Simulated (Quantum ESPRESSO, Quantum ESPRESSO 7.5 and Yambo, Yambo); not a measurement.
# A GW chain in Yambo: GaN (F-43m)

How does a plane-wave GW calculation on GaN (F-43m) run from the first input to the gap?

Method: PBE and many-body steps on it, plane waves, in Quantum ESPRESSO 7.5 and Yambo 5.3.0.

**Experimental background.**

- Gap 3.23 eV: absorption onset (direct gap at Gamma) of unexcited film, from imaginary part of dielectric function; spectroscopic ellipsometry (steady-state reference of time-resolved measurement); 300 K; film on 3C-SiC/Si(001) (“Femtosecond pump-probe absorption edge spectroscopy of cubic GaN”, 2022, arxiv:2206.02223).

## Step 1: Set-up

It takes space group F-43m (No. 216, cubic). The conventional cell has a = 4.507 Å, b = 4.507 Å, c = 4.507 Å, α = 90.00°, β = 90.00°, γ = 90.00°. Nearest to Ga lie 4 N at 1.95 Å. N has 4 Ga at 1.95 Å nearest. Farther neighbours and most contacts between anions are not listed.

The cell and positions are those that the Materials Project relaxed with its own functionals (PBE, PBE+U or r2SCAN), kept fixed. This is not the form that GaN usually takes at ambient conditions.

## Step 2: Ground state

This step: Quantum ESPRESSO 7.5; DFT, PBE, plane waves, norm-conserving pseudopotentials.

The ground-state density comes first.

File pw.in:

```
&control
  calculation = 'scf'
  prefix = 'x'
  outdir = 'o'
  pseudo_dir = 'pseudo'
/
&system
  ibrav = 0
  nat = 2
  ntyp = 2
  ecutwfc = 72.0
  nbnd = 14
  force_symmorphic = .true.
/
&electrons
  conv_thr = 1e-10
  electron_maxstep = 80
  mixing_beta = 0.5
/
ATOMIC_SPECIES
  Ga 69.723 Ga.upf
  N 14.007 N.upf
CELL_PARAMETERS angstrom
  0.0000000000 2.2535006075 2.2535006075
  2.2535006075 0.0000000000 2.2535006075
  2.2535006075 2.2535006075 0.0000000000
ATOMIC_POSITIONS crystal
  Ga 0.0000000000 0.0000000000 0.0000000000
  N 0.7500000000 0.7500000000 0.7500000000
K_POINTS automatic
  8 8 8 0 0 0
```

The run is started by

```
$ OMP_NUM_THREADS=1 mpirun -n 4 pw.x -nk 4 -in pw.in > pw.out
```

The log of the run:

```text
Program PWSCF v.7.5 starts

     This program is part of the open-source Quantum ESPRESSO suite
     for quantum simulation of materials; please cite
         "P. Giannozzi et al., J. Phys.:Condens. Matter 21 395502 (2009);
         "P. Giannozzi et al., J. Phys.:Condens. Matter 29 465901 (2017);
         "P. Giannozzi et al., J. Chem. Phys. 152 154105 (2020);
     in publications or presentations arising from this work. More details at
     Message from routine setup:
     using ibrav=0 with symmetry is DISCOURAGED, use correct ibrav instead

     G-vector sticks info

     bravais-lattice index     =            0
     lattice parameter (alat)  =       6.0224  a.u.
     unit-cell volume          =     154.4542 (a.u.)^3
     number of atoms/cell      =            2
     number of atomic types    =            2
     number of electrons       =        18.00
     number of Kohn-Sham states=           14
     kinetic-energy cutoff     =      72.0000  Ry
     charge density cutoff     =     288.0000  Ry
     scf convergence threshold =      1.0E-10
     mixing beta               =       0.5000
     number of iterations used =            8  plain     mixing
     Exchange-correlation= PBE
                           (   1   4   3   4   0   0   0)

     celldm(1)=   6.022427  celldm(2)=   0.000000  celldm(3)=   0.000000
     celldm(4)=   0.000000  celldm(5)=   0.000000  celldm(6)=   0.000000

     crystal axes: (cart. coord. in units of alat)
               a(1) = (   0.000000   0.707107   0.707107 )
               a(2) = (   0.707107   0.000000   0.707107 )
               a(3) = (   0.707107   0.707107   0.000000 )

     reciprocal axes: (cart. coord. in units 2 pi/alat)
               b(1) = ( -0.707107  0.707107  0.707107 )
               b(2) = (  0.707107 -0.707107  0.707107 )
               b(3) = (  0.707107  0.707107 -0.707107 )
     Pseudo is Norm-conserving + core correction, Zval = 13.0
     Generated using ONCVPSP code by D. R. Hamann
     Using radial grid of 1902 points,  6 beta functions with:
     Pseudo is Norm-conserving + core correction, Zval =  5.0
     Generated using ONCVPSP code by D. R. Hamann
     Using radial grid of 1058 points,  4 beta functions with:
     Ga               13.00    69.72300     Ga( 1.00)
     N                 5.00    14.00700     N ( 1.00)

     24 Sym. Ops. (no inversion) found

   Cartesian axes

     site n.     atom                  positions (alat units)
         1        Ga     tau(   1) = (   0.0000000   0.0000000   0.0000000  )
         2        N      tau(   2) = (   1.0606602   1.0606602   1.0606602  )

     number of k points=    29
                       cart. coord. in units 2pi/alat
        k(    1) = (   0.0000000   0.0000000   0.0000000), wk =   0.0039062
        k(    2) = (   0.0883883   0.0883883  -0.0883883), wk =   0.0312500
        k(    3) = (   0.1767767   0.1767767  -0.1767767), wk =   0.0312500
        k(    4) = (   0.2651650   0.2651650  -0.2651650), wk =   0.0312500
        k(    5) = (  -0.3535534  -0.3535534   0.3535534), wk =   0.0156250
        k(    6) = (   0.1767767   0.0000000   0.0000000), wk =   0.0234375
        k(    7) = (   0.2651650   0.0883883  -0.0883883), wk =   0.0937500
        k(    8) = (   0.3535534   0.1767767  -0.1767767), wk =   0.0937500
        k(    9) = (  -0.2651650  -0.4419417   0.4419417), wk =   0.0937500
        k(   10) = (  -0.1767767  -0.3535534   0.3535534), wk =   0.0937500
     [... 17 further rows ...]
        k(   28) = (  -0.7071068   0.1767767  -0.0000000), wk =   0.0468750
        k(   29) = (  -0.7071068   0.3535534   0.0000000), wk =   0.0234375

     Dense  grid:    12675 G-vectors     FFT dimensions: (  36,  36,  36)

     Initial potential from superposition of free atoms

     starting charge      17.9973, renormalised to      18.0000
     Starting wfcs are   13 randomized atomic wfcs +    1 random wfcs

     per-process dynamical memory:    15.5 Mb

     Self-consistent Calculation

     iteration #  1     ecut=    72.00 Ry     beta= 0.50

     total energy              =    -173.58956957 Ry
     estimated scf accuracy    <       0.51543155 Ry

     iteration #  2     ecut=    72.00 Ry     beta= 0.50

     total energy              =    -173.74125147 Ry
     estimated scf accuracy    <       0.10006193 Ry

     iteration #  3     ecut=    72.00 Ry     beta= 0.50

     total energy              =    -173.75825254 Ry
     estimated scf accuracy    <       0.00329352 Ry

     iteration #  4     ecut=    72.00 Ry     beta= 0.50

     total energy              =    -173.75852892 Ry
     estimated scf accuracy    <       0.00043048 Ry

     iteration #  5     ecut=    72.00 Ry     beta= 0.50

     total energy              =    -173.75854307 Ry
     estimated scf accuracy    <       0.00003550 Ry

     iteration #  6     ecut=    72.00 Ry     beta= 0.50

     total energy              =    -173.75855339 Ry
     estimated scf accuracy    <       0.00000680 Ry

     iteration #  7     ecut=    72.00 Ry     beta= 0.50

     total energy              =    -173.75855320 Ry
     estimated scf accuracy    <       0.00000182 Ry

     iteration #  8     ecut=    72.00 Ry     beta= 0.50

     total energy              =    -173.75855331 Ry
     estimated scf accuracy    <       0.00000010 Ry

     iteration #  9     ecut=    72.00 Ry     beta= 0.50

     total energy              =    -173.75855333 Ry
     estimated scf accuracy    <          2.5E-09 Ry

     iteration # 10     ecut=    72.00 Ry     beta= 0.50

     total energy              =    -173.75855333 Ry
     estimated scf accuracy    <       0.00000001 Ry

     iteration # 11     ecut=    72.00 Ry     beta= 0.50

     End of self-consistent calculation

          k = 0.0000 0.0000 0.0000 (  1639 PWs)   bands (ev):

    -5.3154  -2.9760  -2.9760  -2.9760  -2.6699  -2.6699  10.5902  10.5902
    10.5902  12.3489  20.9463  20.9463  20.9463  28.2045

          k = 0.0884 0.0884-0.0884 (  1579 PWs)   bands (ev):

    -5.1511  -2.9553  -2.9553  -2.9074  -2.6706  -2.6706   9.0712  10.4297
    10.4297  13.4917  20.2332  21.1814  21.1814  27.8216

          k = 0.1768 0.1768-0.1768 (  1588 PWs)   bands (ev):

    -4.7930  -2.9163  -2.9163  -2.6641  -2.6641  -2.5906   6.7446  10.0731
    10.0731  14.6821  19.4029  21.3967  21.3967  26.6208

          k = 0.2652 0.2652-0.2652 (  1601 PWs)   bands (ev):

     [... further k-points ...]

     highest occupied, lowest unoccupied level (ev):    10.5902   12.3489

!    total energy              =    -173.75855333 Ry
     estimated scf accuracy    <          6.5E-11 Ry

     The total energy is the sum of the following terms:
     one-electron contribution =     -52.62354393 Ry
     hartree contribution      =      43.67396617 Ry
     xc contribution           =     -48.13465846 Ry
     ewald contribution        =    -116.67431711 Ry

     convergence has been achieved in  11 iterations

     XML data file, charge density, pseudopotentials, collected wavefunctions

=------------------------------------------------------------------------------=
   JOB DONE.
=------------------------------------------------------------------------------=
```

Elapsed: 4.5 s, on 4 MPI ranks of Arm Neoverse V1, shared host; peak memory 0.18 GiB; 18 s of CPU time.

Numbers from this step:

```
total energy               : -2364.1056 eV
gap                        : 1.759 eV
k of the valence top       : 0, 0, 0
k of the conduction bottom : 0, 0, 0
least direct gap           : 1.759 eV
```

The gap is direct, at Γ.

## Step 3: Bands along the symmetry lines

The cheap functional maps the bands first; the places of the edges decide which points the dearer methods must see.

File pw.in:

```
&control
  calculation = 'bands'
  prefix = 'x'
  outdir = 'o'
  pseudo_dir = 'pseudo'
/
&system
  ibrav = 0
  nat = 2
  ntyp = 2
  ecutwfc = 72.0
  nbnd = 15
  force_symmorphic = .true.
/
&electrons
  conv_thr = 1e-9
  electron_maxstep = 80
  diago_full_acc = .true.
  diago_thr_init = 5e-6
/
ATOMIC_SPECIES
  Ga 69.723 Ga.upf
  N 14.007 N.upf
CELL_PARAMETERS angstrom
  0.0000000000 2.2535006075 2.2535006075
  2.2535006075 0.0000000000 2.2535006075
  2.2535006075 2.2535006075 0.0000000000
ATOMIC_POSITIONS crystal
  Ga 0.0000000000 0.0000000000 0.0000000000
  N 0.7500000000 0.7500000000 0.7500000000
K_POINTS crystal
  50
  0.00000000 0.00000000 0.00000000 1
  -0.06250000 -0.06250000 0.00000000 1
  -0.12500000 -0.12500000 0.00000000 1
  -0.18750000 -0.18750000 0.00000000 1
  -0.25000000 -0.25000000 0.00000000 1
  -0.31250000 -0.31250000 0.00000000 1
  -0.37500000 -0.37500000 0.00000000 1
  -0.43750000 -0.43750000 0.00000000 1
  -0.50000000 -0.50000000 0.00000000 1
  -0.48437500 -0.48437500 0.03125000 1
  -0.46875000 -0.46875000 0.06250000 1
  -0.45312500 -0.45312500 0.09375000 1
  -0.43750000 -0.43750000 0.12500000 1
  -0.42187500 -0.42187500 0.15625000 1
  -0.40625000 -0.40625000 0.18750000 1
  -0.39062500 -0.39062500 0.21875000 1
  -0.37500000 -0.37500000 0.25000000 1
  -0.37500000 0.00000000 0.37500000 1
  -0.32812500 0.00000000 0.32812500 1
  -0.28125000 0.00000000 0.28125000 1
  -0.23437500 0.00000000 0.23437500 1
  -0.18750000 0.00000000 0.18750000 1
  -0.14062500 0.00000000 0.14062500 1
  -0.09375000 0.00000000 0.09375000 1
  -0.04687500 0.00000000 0.04687500 1
  0.00000000 0.00000000 0.00000000 1
  0.00000000 0.00000000 0.06250000 1
  0.00000000 0.00000000 0.12500000 1
  0.00000000 0.00000000 0.18750000 1
  0.00000000 0.00000000 0.25000000 1
  0.00000000 0.00000000 0.31250000 1
  0.00000000 0.00000000 0.37500000 1
  0.00000000 0.00000000 0.43750000 1
  0.00000000 0.00000000 0.50000000 1
  -0.06250000 -0.03125000 0.46875000 1
  -0.12500000 -0.06250000 0.43750000 1
  -0.18750000 -0.09375000 0.40625000 1
  -0.25000000 -0.12500000 0.37500000 1
  -0.31250000 -0.15625000 0.34375000 1
  -0.37500000 -0.18750000 0.31250000 1
  -0.43750000 -0.21875000 0.28125000 1
  -0.50000000 -0.25000000 0.25000000 1
  -0.50000000 -0.28125000 0.21875000 1
  -0.50000000 -0.31250000 0.18750000 1
  -0.50000000 -0.34375000 0.15625000 1
  -0.50000000 -0.37500000 0.12500000 1
  -0.50000000 -0.40625000 0.09375000 1
  -0.50000000 -0.43750000 0.06250000 1
  -0.50000000 -0.46875000 0.03125000 1
  -0.50000000 -0.50000000 0.00000000 1
```

The log of the run:

```text
[banner, memory and clock lines left out]
Program PWSCF v.7.5 starts

     Atomic positions and unit cell read from directory:
     o/x.save/

     Message from routine setup:
     using ibrav=0 with symmetry is DISCOURAGED, use correct ibrav instead

     G-vector sticks info

     bravais-lattice index     =            0
     lattice parameter (alat)  =       6.0224  a.u.
     unit-cell volume          =     154.4542 (a.u.)^3
     number of atoms/cell      =            2
     number of atomic types    =            2
     number of electrons       =        18.00
     number of Kohn-Sham states=           15
     kinetic-energy cutoff     =      72.0000  Ry
     charge density cutoff     =     288.0000  Ry
     Exchange-correlation= PBE
                           (   1   4   3   4   0   0   0)

     celldm(1)=   6.022427  celldm(2)=   0.000000  celldm(3)=   0.000000
     celldm(4)=   0.000000  celldm(5)=   0.000000  celldm(6)=   0.000000

     crystal axes: (cart. coord. in units of alat)
               a(1) = (   0.000000   0.707107   0.707107 )
               a(2) = (   0.707107   0.000000   0.707107 )
               a(3) = (   0.707107   0.707107   0.000000 )

     reciprocal axes: (cart. coord. in units 2 pi/alat)
               b(1) = ( -0.707107  0.707107  0.707107 )
               b(2) = (  0.707107 -0.707107  0.707107 )
               b(3) = (  0.707107  0.707107 -0.707107 )
     Pseudo is Norm-conserving + core correction, Zval = 13.0
     Generated using ONCVPSP code by D. R. Hamann
     Using radial grid of 1902 points,  6 beta functions with:
     Pseudo is Norm-conserving + core correction, Zval =  5.0
     Generated using ONCVPSP code by D. R. Hamann
     Using radial grid of 1058 points,  4 beta functions with:
     Ga               13.00    69.72300     Ga( 1.00)
     N                 5.00    14.00700     N ( 1.00)

     24 Sym. Ops. (no inversion) found

   Cartesian axes

     site n.     atom                  positions (alat units)
         1        Ga     tau(   1) = (   0.0000000   0.0000000   0.0000000  )
         2        N      tau(   2) = (   1.0606602   1.0606602   1.0606602  )

     number of k points=    50
                       cart. coord. in units 2pi/alat
        k(    1) = (   0.0000000   0.0000000   0.0000000), wk =   0.0400000
        k(    2) = (   0.0000000   0.0000000  -0.0883883), wk =   0.0400000
        k(    3) = (   0.0000000   0.0000000  -0.1767767), wk =   0.0400000
[...]
[... 38 further rows ...]
        k(   49) = (   0.0441942  -0.0000000  -0.7071068), wk =   0.0400000
        k(   50) = (   0.0000000   0.0000000  -0.7071068), wk =   0.0400000

     Dense  grid:    12675 G-vectors     FFT dimensions: (  36,  36,  36)

     The potential is recalculated from file :
     o/x.save/charge-density

     Starting wfcs are   13 randomized atomic wfcs +    2 random wfcs

     Band Structure Calculation

     End of band structure calculation

          k = 0.0000 0.0000 0.0000 (  1639 PWs)   bands (ev):

    -5.3154  -2.9761  -2.9761  -2.9761  -2.6700  -2.6700  10.5902  10.5902
    10.5902  12.3489  20.9463  20.9463  20.9463  28.2045  29.4307

          k = 0.0000 0.0000-0.0884 (  1587 PWs)   bands (ev):

    -5.2579  -2.9653  -2.9653  -2.9612  -2.6736  -2.6667  10.0541  10.4633
    10.4633  12.9033  20.5833  21.0757  21.0757  27.3758  28.8562

          k = 0.0000 0.0000-0.1768 (  1579 PWs)   bands (ev):

    -5.0977  -2.9363  -2.9363  -2.9116  -2.6817  -2.6582   9.1163  10.1163
    10.1163  13.8578  19.7371  21.4380  21.4380  25.1822  30.2579

          k =-0.0000 0.0000-0.2652 (  1591 PWs)   bands (ev):

[...]
k = 0.0000 0.0000-0.3536 (  1612 PWs)   bands (ev):

[...]
k = 0.0000-0.0000-0.4419 (  1588 PWs)   bands (ev):

[...]
k =-0.0000 0.0000-0.5303 (  1600 PWs)   bands (ev):

[...]
k = 0.0000-0.0000-0.6187 (  1604 PWs)   bands (ev):

[...]
k = 0.5303-0.0000-0.5303 (  1608 PWs)   bands (ev):

[...]
k = 0.0000 0.0000 0.0000 (  1639 PWs)   bands (ev):

[...]
k = 0.1326 0.0000-0.7071 (  1606 PWs)   bands (ev):

[...]
k = 0.0884-0.0000-0.7071 (  1610 PWs)   bands (ev):

[...]
k = 0.0442-0.0000-0.7071 (  1592 PWs)   bands (ev):

    -4.3123  -2.8943  -2.6842  -2.6786  -2.5961  -0.9077   4.4900   7.8576
     7.8636  14.0614  17.3435  22.2901  24.4218  24.5806  32.3856

          k = 0.0000 0.0000-0.7071 (  1588 PWs)   bands (ev):

    -4.3125  -2.8964  -2.6787  -2.6787  -2.5947  -0.9185   4.4774   7.8999
     7.8999  13.9726  17.2841  22.3061  24.5513  24.5513  32.3160

     XML data file, pseudopotentials, collected wavefunctions
```

Wall time 2.6 s (4 MPI ranks); peak memory 0.16 GiB.

Numbers from this step:

```yaml
gap: 1.759 eV
k_of_the_valence_top: 0, 0, 0
k_of_the_conduction_bottom: 0, 0, 0
least_direct_gap: 1.759 eV
```

The gap is 1.759 eV, as in the run before at this level.

The electronic bands at the labelled points (eV, zero at the top of the highest filled band):

| point | band 6 | band 7 | band 8 | band 9 | band 10 | band 11 | band 12 | band 13 |
| --- | --- | --- | --- | --- | --- | --- | --- | --- |
| Γ | -13.26 | 0.00 | 0.00 | 0.00 | 1.76 | 10.36 | 10.36 | 10.36 |
| halfway | -13.04 | -3.42 | -1.48 | -1.48 | 4.60 | 7.43 | 11.64 | 12.02 |
| X | -11.51 | -6.11 | -2.69 | -2.69 | 3.38 | 6.69 | 11.72 | 13.96 |
| halfway | -11.43 | -6.02 | -3.33 | -2.55 | 3.97 | 7.14 | 11.59 | 13.60 |
| U | -11.35 | -5.85 | -4.24 | -2.16 | 5.03 | 7.88 | 11.08 | 12.86 |
| jump to K | -11.35 | -5.85 | -4.24 | -2.16 | 5.03 | 7.88 | 11.08 | 12.86 |
| halfway | -12.88 | -4.19 | -2.11 | -0.53 | 5.24 | 8.52 | 9.66 | 11.18 |
| Γ | -13.26 | 0.00 | 0.00 | 0.00 | 1.76 | 10.36 | 10.36 | 10.36 |
| halfway | -13.18 | -3.85 | -0.52 | -0.52 | 4.09 | 8.81 | 10.81 | 10.81 |
| L | -11.95 | -7.02 | -0.96 | -0.96 | 4.67 | 8.74 | 10.40 | 10.40 |
| halfway | -11.64 | -6.40 | -2.99 | -1.76 | 6.65 | 7.04 | 10.11 | 11.73 |
| W | -11.23 | -5.68 | -3.68 | -3.62 | 6.24 | 8.40 | 10.30 | 11.14 |
| halfway | -11.37 | -5.93 | -3.19 | -3.17 | 4.61 | 7.50 | 11.48 | 12.28 |
| X | -11.51 | -6.11 | -2.69 | -2.69 | 3.38 | 6.69 | 11.72 | 13.96 |

The electronic bands as a text plot (rows in eV, shown from -8.0 to 7.8 only):

```
    7.4 |     ++       +++  ++                       + +     ++
    6.8 |       +++++++     ++                        ++       ++
    6.1 |                  +  ++                     +  ++++
    5.5 |                       +                   +       +
    4.8 |     ++         ++                    +++++         +
    4.1 |    +  +++    ++        ++         +++               +
    3.5 |  ++      ++++            ++      +                   ++
    2.8 |                                ++
    2.2 | +                          +  +
    1.5 |+                            ++
    0.9 |
    0.2 |*                         ******
   -0.4 | ***                   ******  *******
   -1.1 |    *              **** **            *******
   -1.8 |  ** ****         *       **    **         * *
   -2.4 |    *    *********     *          *         * **       *
   -3.1 |             **      ** **                   *  *   ***
   -3.7 |     **        *   **              *          ******
   -4.4 |       **       ***    *
   -5.0 |         *           **             **
   -5.7 |          **  *******                 *        *******
   -6.4 |            **                              ***       **
   -7.0 |                                       *****
   -7.7 |
         Γ           X  U|K            Γ         L        W     X
```

[end of part 1 of 3]

[Paths, hosts, dates, memory and timing lines, banners, echoed tables and standing remarks are left out of the program output.]

[Logs are printed without paths, hosts, clocks, repeated set-up lines and the standing remarks that a program may print on its own settings, such as how far it seeks lower states.]

[Runs of the session that timed out or met a known fault of the program may be left out.]

[Hosts, paths, dates, database ids (printed as entryN), source tags and the programs' standing remarks are cut or masked in the printed files.]
